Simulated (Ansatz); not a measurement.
Input, command and steps of an Ansatz relaxation.

```yaml
crystal:
  lattice:
    - [2.9532898596, 0.0, 0.0]
    - [0.0, 2.9532898596, 0.0]
    - [0.0, 0.0, 2.7057645119]
  atoms:
    - { symbol: Cu, position: [0.0, 0.0, 0.0] }
    - { symbol: Cu, position: [0.5, 0.5, 0.5] }
basis:
  ecutwfc: 500
kpoints:
  mp_grid: { grid: [18, 18, 18] }
hamiltonian:
  xc: r2scan
scf:
  occupations: { method: gaussian, width: 0.1 }
output:
  forces: true
  stress: true
  eigenvalues: true
relax:
  adjacent_minimum: "off"
  f_tol: 0.008
  max_steps: 40
  cell: { stress_tol: 0.015, fix: [a, b, gamma] }
```

```bash
ansatz run input.yaml --threads 1 --pin off --max-ram 2560MiB --backend cpu --events-out ev --progress --plain --runs-dir out
```

The calculation used DFT r2SCAN, scalar-relativistic, plane waves, PAW in Ansatz.

Of 7 frames 6 are shown, positions in Å and forces in eV/Å; the SCF threshold varies from step to step. Steps run on the plane waves of an earlier cell, with a Pulay correction in the pressure. The basis is chosen afresh for the last frame, the zero of the energies, and at times for earlier ones too; energy and pressure step there, also at an unchanged geometry.

```xyz
2
Lattice="2.9533 0.0000 0.0000 0.0000 2.9533 0.0000 0.0000 0.0000 2.7058" Properties=species:S:1:pos:R:3:forces:R:3 pbc="T T T" step=1 free_energy_over_end_meV_per_atom=3.11 pressure_GPa=-4.02
Cu    0.0000    0.0000    0.0000    0.0000    0.0000    0.0000
Cu    1.4766    1.4766    1.3529    0.0000    0.0000    0.0000
2
Lattice="2.9533 0.0000 0.0000 0.0000 2.9533 0.0000 0.0000 0.0000 2.6848" Properties=species:S:1:pos:R:3:forces:R:3 pbc="T T T" step=2 free_energy_over_end_meV_per_atom=1.24 pressure_GPa=-2.87
Cu    0.0000    0.0000    0.0000    0.0000    0.0000    0.0000
Cu    1.4766    1.4766    1.3424    0.0000    0.0000    0.0000
2
Lattice="2.9533 0.0000 0.0000 0.0000 2.9533 0.0000 0.0000 0.0000 2.6434" Properties=species:S:1:pos:R:3:forces:R:3 pbc="T T T" step=3 free_energy_over_end_meV_per_atom=-0.08 pressure_GPa=-0.40
Cu    0.0000    0.0000    0.0000    0.0000    0.0000    0.0000
Cu    1.4766    1.4766    1.3217    0.0000    0.0000    0.0000
2
Lattice="2.9533 0.0000 0.0000 0.0000 2.9533 0.0000 0.0000 0.0000 2.6497" Properties=species:S:1:pos:R:3:forces:R:3 pbc="T T T" step=4 free_energy_over_end_meV_per_atom=-0.11 pressure_GPa=-0.80
Cu    0.0000    0.0000    0.0000    0.0000    0.0000    0.0000
Cu    1.4766    1.4766    1.3249    0.0000    0.0000    0.0000
2
Lattice="2.9533 0.0000 0.0000 0.0000 2.9533 0.0000 0.0000 0.0000 2.6497" Properties=species:S:1:pos:R:3:forces:R:3 pbc="T T T" step=5 free_energy_over_end_meV_per_atom=0.00 pressure_GPa=-0.81
Cu    0.0000    0.0000    0.0000    0.0000    0.0000    0.0000
Cu    1.4766    1.4766    1.3249    0.0000    0.0000    0.0000
2
Lattice="2.9533 0.0000 0.0000 0.0000 2.9533 0.0000 0.0000 0.0000 2.6492" Properties=species:S:1:pos:R:3:forces:R:3 pbc="T T T" step=7 free_energy_over_end_meV_per_atom=0.00 pressure_GPa=-0.78
Cu    0.0000    0.0000    0.0000    0.0000    0.0000    0.0000
Cu    1.4766    1.4766    1.3246    0.0000    0.0000    0.0000
```

Time: 4.8 min on 1 thread of Intel(R) Xeon(R) Platinum 8488C (Sapphire Rapids), with other jobs on the host, peak memory 0.68 GiB.